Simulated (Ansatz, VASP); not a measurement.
TaN in VASP and in Ansatz

```xyz
2
Lattice="0.0000 2.2113 2.2113 2.2113 0.0000 2.2113 2.2113 2.2113 0.0000" Properties=species:S:1:pos:R:3 pbc="T T T"
Ta    2.2113    2.2113    2.2113
N     0.0000    0.0000    0.0000
```

The cell comes from a database or a generator and needn't be the stable form of this composition.

Alike in both runs: task relaxation of cell and atoms; functional PBEsol; k mesh 10 × 10 × 10; occupations fermi-dirac, width 0.05 eV; no spin polarisation.

```csv
,VASP,Ansatz
version,VASP 6.6.1,Ansatz 0.2.0
potentials or method,"VASP PAW PBE potentials, release 64 (Ta_pv, N), cutoff 600 eV","all-electron LAPW, scalar-relativistic"
```

|  | VASP | Ansatz | Ansatz less VASP |
| --- | --- | --- | --- |
| relaxed volume (Å³/atom) | 10.50 | 10.47 | -0.033 |
| relaxed cell length with the largest relative difference (Å) | 3.097 | 3.094 | -0.0033 |
| energy change over the relaxation (meV/atom) | -10 | -12 | -1.6 |

Ansatz ran all-electron here, so the differences hold the error of VASP's frozen core and of both bases.

Caveats: the PAW data sets were made with another functional, which shifts forces and pressure a little (VASP). The runs have no spin-orbit coupling, so splittings on Ta are missing.
